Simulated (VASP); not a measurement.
# AgCl (P4/mmm) in VASP: notebook

Runs on AgCl. Level: PBEsol. Tasks: single point.

All numbers are computed with VASP 6.6.1; they aren't measurements. Logs are shortened: lines on timing, memory, paths and dates and some standing lists are left out, and cuts for length are marked.

**1. The cell of the first run**

Symmetry: P4/mmm, No. 123, tetragonal system. Conventional cell: a = 3.434 Å, b = 3.434 Å, c = 3.820 Å, α = 90.00°, β = 90.00°, γ = 90.00°. Around Ag (site symmetry 4/mmm) lie 8 Cl at 3.09 Å and 4 Ag at 3.43 Å. Cl (site symmetry 4/mmm) has 8 Ag at 3.09 Å and 4 Cl at 3.43 Å as nearest neighbours.

Measurements of this composition are mostly on another form, of space group No. 225.

**2. Single point, PBEsol (strain +0.1125 x Voigt [0, 0, 1, 0, 0, 0], atoms carried along)**

Contents of INCAR:

```
SYSTEM = AgCl
PREC = Accurate
ENCUT = 520
EDIFF = 1E-6
ISMEAR = 0
SIGMA = 0.05
LREAL = .False.
LASPH = .True.
NELM = 100
ALGO = Fast
ISIF = 2
LWAVE = .False.
LCHARG = .False.
GGA = PS
NBANDS = 16
```

Contents of KPOINTS:

```
Automatic mesh
0
Gamma
  10 10 10
  0 0 0
```

Contents of POSCAR:

```
AgCl
1.0
    3.4339730000      0.0000000000      0.0000000000
    0.0000000000      3.4339730000      0.0000000000
    0.0000000000      0.0000000000      3.8202949625
Ag Cl
1 1
Direct
    0.0000000000      0.0000000000      0.0000000000
    0.5000000000      0.5000000000      0.5000000000
```

Potentials or basis: VASP PAW PBE potentials, release 64 (Ag, Cl).

The run is started by

```
cat potpaw_PBE.64/Ag/POTCAR potpaw_PBE.64/Cl/POTCAR > POTCAR
mpirun -np 1 vasp_std > vasp.out
```

OUTCAR:

```text
SYSTEM = AgCl
   PREC = Accurate
   ENCUT = 520
   EDIFF = 1E-6
   ISMEAR = 0
   LREAL = .False.
   LASPH = .True.
   NELM = 100
   ISIF = 2
   GGA = PS

 ion  position               nearest neighbor table
   1  0.000  0.000  0.000-   2 3.09   2 3.09   2 3.09   2 3.09   2 3.09   2 3.09   2 3.09   2 3.09

   2  0.500  0.500  0.500-   1 3.09   1 3.09   1 3.09   1 3.09   1 3.09   1 3.09   1 3.09   1 3.09

  LATTYP: Found a simple tetragonal cell.
 ALAT       =     3.4339730000
 C/A-ratio  =     1.1125000000

  Lattice vectors:

 A1 = (   3.4339730000,   0.0000000000,   0.0000000000)
 A2 = (   0.0000000000,   3.4339730000,   0.0000000000)
 A3 = (   0.0000000000,   0.0000000000,   3.8202949625)

Analysis of symmetry for initial positions (statically):
=====================================================================
 Subroutine PRICEL returns:
 Original cell was already a primitive cell.

 Routine SETGRP: Setting up the symmetry group for a
 simple tetragonal supercell.

 Subroutine GETGRP returns: Found 16 space group operations
 (whereof 16 operations were pure point group operations)
 out of a pool of 16 trial point group operations.

The static configuration has the point symmetry D_4h.

Analysis of symmetry for dynamics (positions and initial velocities):
=====================================================================
 Subroutine PRICEL returns:
 Original cell was already a primitive cell.

 Routine SETGRP: Setting up the symmetry group for a
 simple tetragonal supercell.

 Subroutine GETGRP returns: Found 16 space group operations
 (whereof 16 operations were pure point group operations)
 out of a pool of 16 trial point group operations.

The dynamic configuration has the point symmetry D_4h.

 Subroutine INISYM returns: Found 16 space group operations
 (whereof 16 operations are pure point group operations),
 and found     1 'primitive' translations

----------------------------------------------------------------------------------------

                                     Primitive cell

  volume of cell :      45.0496

  direct lattice vectors                    reciprocal lattice vectors
     3.433973000  0.000000000  0.000000000     0.291207881  0.000000000  0.000000000
     0.000000000  3.433973000  0.000000000     0.000000000  0.291207881  0.000000000
     0.000000000  0.000000000  3.820294962     0.000000000  0.000000000  0.261759893

  length of vectors
     3.433973000  3.433973000  3.820294962     0.291207881  0.291207881  0.261759893

  position of ions in fractional coordinates (direct lattice)
     0.000000000  0.000000000  0.000000000
     0.500000000  0.500000000  0.500000000

  ion indices of the primitive-cell ions
   primitive index   ion index
                 1           1
                 2           2

----------------------------------------------------------------------------------------

 KPOINTS: Automatic mesh

Automatic generation of k-mesh.
 Grid dimensions read from file:
 generate k-points for:   10   10   10

 Generating k-lattice:

  Cartesian coordinates                     Fractional coordinates (reciprocal lattice)
     0.029120788  0.000000000  0.000000000     0.100000000  0.000000000  0.000000000
     0.000000000  0.029120788  0.000000000     0.000000000  0.100000000  0.000000000
     0.000000000  0.000000000  0.026175989     0.000000000  0.000000000  0.100000000

  Length of vectors
     0.029120788  0.029120788  0.026175989

  Shift w.r.t. Gamma in fractional coordinates (k-lattice)
     0.000000000  0.000000000  0.000000000

 Subroutine IBZKPT returns following result:
 ===========================================

 Found    126 irreducible k-points:

 Following reciprocal coordinates:
            Coordinates               Weight
  0.000000  0.000000  0.000000      1.000000
  0.100000  0.000000  0.000000      4.000000
  0.200000  0.000000  0.000000      4.000000
  0.300000  0.000000  0.000000      4.000000
  0.400000  0.000000  0.000000      4.000000
  0.500000  0.000000  0.000000      2.000000
[... 16 lines left out ...]
  0.100000  0.000000  0.100000      8.000000
  0.200000  0.000000  0.100000      8.000000
 [... further k-points ...]
   k-points           NKPTS =    126   k-points in BZ     NKDIM =    126   number of bands    NBANDS=     16
   number of dos      NEDOS =    301   number of ions     NIONS =      2
   total plane-waves  NPLWV =  21952
   dimension x,y,z NGX =    28 NGY =   28 NGZ =   28
   dimension x,y,z NGXF=    56 NGYF=   56 NGZF=   56
   ions per type =               1   1
   NGX,Y,Z   is equivalent  to a cutoff of  13.56, 13.56, 12.18 a.u.
   NGXF,Y,Z  is equivalent  to a cutoff of  27.11, 27.11, 24.37 a.u.
 SYSTEM =  AgCl
   PREC   = accura    normal or accurate (medium, high low for compatibility)
   ISTART =      0    job   : 0-new  1-cont  2-samecut
   ICHARG =      2    charge: 1-file 2-atom 10-const
   ISPIN  =      1    spin polarized calculation?
   LNONCOLLINEAR =      F non collinear calculations
   LSORBIT =      F    spin-orbit coupling
   LASPH  =      T    aspherical Exc in radial PAW
   ENCUT  =  520.0 eV  38.22 Ry    6.18 a.u.   6.38  6.38  7.10*2*pi/ulx,y,z
   NELM   =    100;   NELMIN=  2; NELMDL= -5     # of ELM steps
   EDIFF  = 0.1E-05   stopping-criterion for ELM
   LREAL  =      F    real-space projection
   EDIFFG = 0.1E-04   stopping-criterion for IOM
   NSW    =      0    number of steps for IOM
   IBRION =     -1    ionic relax: 0-MD 1-quasi-New 2-CG
   NFREE  =      0    steps in history (QN), initial steepest desc. (CG)
   ISIF   =      2    stress and relaxation
   ISYM   =      2    0-nonsym 1-usesym 2-fastsym
   POTIM  = 0.5000    time-step for ionic-motion
   TEBEG  =    0.0;   TEEND  =   0.0 temperature during run
   PSTRESS=    0.0 pullay stress
   NELECT =      18.0000    total number of electrons
   NUPDOWN=      -1.0000    fix difference up-down
   EMIN   =  10.00;   EMAX   =-10.00  energy-range for DOS
   EFERMI =   0.00;   METHOD = LEGACY
   ISMEAR =     0;   SIGMA  =   0.05  broadening in eV -4-tet -1-fermi 0-gaus
   EFERMI_NEDOS =   21; number of points for ismear=-14 and -15
   IALGO  =     68    algorithm
   IMIX   =      4    mixing-type and parameters
     AMIX     =   0.40;   BMIX     =  1.00
     AMIX_MAG =   1.60;   BMIX_MAG =  1.00
  volume/ion in A,a.u.               =      22.52       152.00
  Fermi-wavevector in a.u.,A,eV,Ry     =   1.205782  2.278598 19.781648  1.453910
  Thomas-Fermi vector in A             =   2.341468
   LORBIT       =      0    0 simple, 1 ext, 2 COOP (PROOUT), +10 PAW based schemes
   GGA     = PS    functional components
   LHFCALC =     F    Hartree Fock is set to
   AEXX    =    0.0000 exact exchange contribution
   IVDW    =     0    specifies the selected vdW correction
   LEPSILON=     F    determine dielectric tensor
   LRPA    =     F    only Hartree local field effects (RPA)
 non-spin polarized calculation
 RMM-DIIS sequential band-by-band and
 Gauss-broadening in eV      SIGMA  =   0.05
  energy-cutoff  :      520.00
  volume of cell :       45.05
 maximum number of plane-waves:      1229
 NGX is ok and might be reduce to    28
   NGX = 13   NGY = 13   NGZ = 15

 number of electron      18.0000002 magnetization

 Free energy of the ion-electron system (eV)
  ---------------------------------------------------
  ext. energy  EPLUGINS =         0.00000000
  ---------------------------------------------------
  free energy    TOTEN  =        -5.54557561 eV

  energy without entropy =       -5.54557551  energy(sigma->0) =       -5.54557556

 E-fermi :   2.7720     XC(G=0): -10.0612

 val. band max:        2.6379969642   @ k =   0.0000   0.0000   0.5000
 cond. band min:       2.8982272535   @ k =   0.0000   0.0000   0.0000
 fundamental gap:      0.2602302893
 Fermi energy:         2.7720138761

 k-point     1 :       0.0000    0.0000    0.0000
  band No.  band energies     occupation
      1     -11.4054      2.00000
      2       0.0409      2.00000
      3       0.1656      2.00000
      4       0.8307      2.00000
      5       0.8840      2.00000
      6       0.8840      2.00000
[... 8 lines left out ...]
     15      15.7791      0.00000
     16      18.3870      0.00000

 k-point     2 :       0.1000    0.0000    0.0000
  band No.  band energies     occupation
      1     -11.3679      2.00000
      2       0.0264      2.00000
      3       0.1840      2.00000
      4       0.4851      2.00000
      5       0.8375      2.00000
      6       0.8888      2.00000
[... 8 lines left out ...]
     15      15.5235      0.00000
     16      18.3674      0.00000

 k-point     3 :       0.2000    0.0000    0.0000
  band No.  band energies     occupation
      1     -11.2668      2.00000
      2      -0.3020      2.00000
      3       0.1731      2.00000
      4       0.1927      2.00000
      5       0.6219      2.00000
      6       0.8338      2.00000
[... 8 lines left out ...]
     15      15.6355      0.00000
     16      18.3159      0.00000

 k-point     4 :       0.3000    0.0000    0.0000
  band No.  band energies     occupation
      1     -11.1349      2.00000
      2      -0.9838      2.00000
      3      -0.0638      2.00000
      4       0.2218      2.00000
      5       0.4303      2.00000
      6       0.9169      2.00000
[... 8 lines left out ...]
     15      16.8841      0.00000
     16      18.2508      0.00000
[... 324 lines left out ...]
 k-point    22 :       0.0000    0.0000    0.1000
  band No.  band energies     occupation
      1     -11.3839      2.00000
      2      -0.0451      2.00000
      3       0.0472      2.00000
      4       0.6908      2.00000
      5       0.7724      2.00000
      6       0.7724      2.00000
[... 8 lines left out ...]
     15      15.2696      0.00000
     16      18.9567      0.00000

 k-point    23 :       0.1000    0.0000    0.1000
  band No.  band energies     occupation
      1     -11.3472      2.00000
      2      -0.0519      2.00000
      3       0.0514      2.00000
      4       0.4043      2.00000
      5       0.7417      2.00000
      6       0.9078      2.00000
[... 8 lines left out ...]
     15      15.5219      0.00000
     16      18.4161      0.00000

 k-point    24 :       0.2000    0.0000    0.1000
  band No.  band energies     occupation
      1     -11.2481      2.00000
      2      -0.3452      2.00000
      3       0.0190      2.00000
      4       0.2580      2.00000
      5       0.6078      2.00000
      6       0.8809      2.00000
[... 8 lines left out ...]
     15      15.9483      0.00000
     16      17.9602      0.00000

 [... further k-points ...]
[... 5 lines left out ...]
  --------------------------------------------------------------------------------------
  -------------------------------------------------------------------------------------
  Total       -1.7175559     -1.7175559     -2.8904458      0.0000000      0.0000000      0.0000000
  in kB      -61.0844710    -61.0844710   -102.7980248      0.0000000      0.0000000      0.0000000
  external PRESSURE =     -74.9889890 kB  Pullay stress =       0.0000000 kB

 VOLUME and BASIS-vectors are now :
 -----------------------------------------------------------------------------
  energy-cutoff  :      520.00
  volume of cell :       45.05
      direct lattice vectors                 reciprocal lattice vectors
     3.433973000  0.000000000  0.000000000     0.291207881  0.000000000  0.000000000
     0.000000000  3.433973000  0.000000000     0.000000000  0.291207881  0.000000000
     0.000000000  0.000000000  3.820294962     0.000000000  0.000000000  0.261759893

 POSITION                                       TOTAL-FORCE (eV/Angst)
 -----------------------------------------------------------------------------------
      0.00000      0.00000      0.00000         0.000000      0.000000      0.000000
      1.71699      1.71699      1.91015         0.000000      0.000000      0.000000
 -----------------------------------------------------------------------------------
    total drift:                                0.000000      0.000000      0.000000

  FREE ENERGIE OF THE ION-ELECTRON SYSTEM (eV)
  ---------------------------------------------------
  free  energy   TOTEN  =        -5.5455756128 eV

  energy  without entropy=       -5.5455755129  energy(sigma->0) =       -5.54557556
```

Run time: 60 s. Hardware: 1 thread of AMD EPYC 7R13 (Zen 3), shared host; peak memory 0.19 GiB.

What came out:

| Item | Value |
| --- | --- |
| Free energy | -5.5456 eV |
| Pressure | -7.5 GPa |
| Band gap on the k mesh | 0.26 eV, indirect (least direct gap 1.23 eV) |

Levels at points of the mesh, in eV from the valence-band top:
| k point | band 6 | band 7 | band 8 | band 9 | band 10 | band 11 | band 12 | band 13 |
| --- | --- | --- | --- | --- | --- | --- | --- | --- |
| (0.00, 0.00, 0.00) | -1.75 | -1.68 | -0.97 | -0.97 | 0.26 | 9.03 | 9.68 | 11.63 |
| (0.50, 0.00, 0.00) | -1.70 | -1.30 | -0.18 | -0.01 | 4.33 | 4.91 | 8.56 | 9.65 |
| (0.50, 0.50, 0.00) | -2.07 | -2.07 | -1.42 | -1.05 | 3.26 | 7.92 | 7.92 | 10.06 |
| (0.00, 0.00, 0.50) | -1.67 | -1.66 | 0.00 | 0.00 | 4.52 | 4.98 | 9.65 | 10.24 |
| (0.50, 0.00, 0.50) | -1.97 | -1.85 | -1.54 | -0.51 | 2.40 | 7.78 | 8.99 | 10.44 |
| (0.50, 0.50, 0.50) | -1.41 | -0.40 | -0.40 | -0.22 | 4.76 | 4.76 | 5.10 | 6.11 |

Caveat: the PAW data sets were made with another functional, which shifts forces and pressure a little. A k mesh can miss the band edges.

(Continued in part 2 of 2.)
